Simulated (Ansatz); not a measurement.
Start from NaF in the rock salt structure (space group Fm-3m, No. 225; a = 4.701 Å). Axes: x, y, z lie along the cube axes.

Calculations: Ansatz (a quantum-chemistry and plane-wave program), PBE, PAW, cutoff 420 eV, without spin-orbit coupling.

Now apply this change: an isotropic linear strain of +0.50 %; the atoms relax in the strained cell.

Question: Predict the stress tensor and what it implies for the stiffness.

Answer: Stress of the strained cell less that of the base (GPa, compression positive):
```
  -0.65    0.00    0.00
   0.00   -0.65    0.00
   0.00    0.00   -0.65
```

Then B = −ΔP/(ΔV/V₀) with ΔV/V₀ = 0.0151 gives secant stiffness values (nonlinear terms included at this strain): B ≈ 43 GPa.

Stability against distortions was not tested.
